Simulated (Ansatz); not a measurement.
The system is Fe.

```
Fe
1.0
     0.00000    1.94174    1.96511
     1.49844    0.00000    1.96511
     1.49844    1.94174    0.00000
Fe
1
Direct
  0.00000 0.00000 0.00000
```

Alike in all runs: program Ansatz 0.2.0; functional PBEsol; potentials or basis Ansatz PAW; cutoff 420 eV (not typed: the program's choice for these potentials); k mesh 11 × 11 × 11; occupations fermi-dirac, width 0.05 eV.

Question: Only the start or the spin constraint differs. Which run ends lowest in energy?
A. collinear spin, program default start; fixed moment 0
B. collinear spin, ferromagnetic start of up to 3.8 μB; fixed moment 3.8
C. collinear spin, ferromagnetic start of up to 0.8 μB; fixed moment 0.8
D. collinear spin, ferromagnetic start of up to 1.5 μB; fixed moment 1.5
E. collinear spin, ferromagnetic start of up to 2.2 μB; fixed moment 2.2
F. collinear spin, ferromagnetic start of up to 3 μB; fixed moment 3

Answer: E.

```csv
start,free energy over the lowest (meV/atom),net moment (μB),site or absolute moments (μB),gap
"collinear spin, ferromagnetic start of up to 0.8 μB; fixed moment 0.8",314.0,0.80,Fe +0.83,-
"collinear spin, ferromagnetic start of up to 3 μB; fixed moment 3",286.3,3.00,Fe +2.94,-
"collinear spin, ferromagnetic start of up to 2.2 μB; fixed moment 2.2",0.0,2.20,Fe +2.23,-
"collinear spin, program default start; fixed moment 0",428.5,0.00,-,-
"collinear spin, ferromagnetic start of up to 6 μB; fixed moment 6",11771.1,6.00,Fe +4.98,-
"collinear spin, ferromagnetic start of up to 1.5 μB; fixed moment 1.5",128.0,1.50,Fe +1.55,-
"collinear spin, ferromagnetic start of up to 3.8 μB; fixed moment 3.8",1624.0,3.80,Fe +3.51,-
"collinear spin, ferromagnetic start of up to 4.5 μB; fixed moment 4.5",4116.9,4.50,Fe +3.99,-
```

All polarised runs hold their moment fixed, so the table maps the energy against it. A still lower state may exist.

Caveats: the total moment is fixed, so each spin has its own Fermi level.
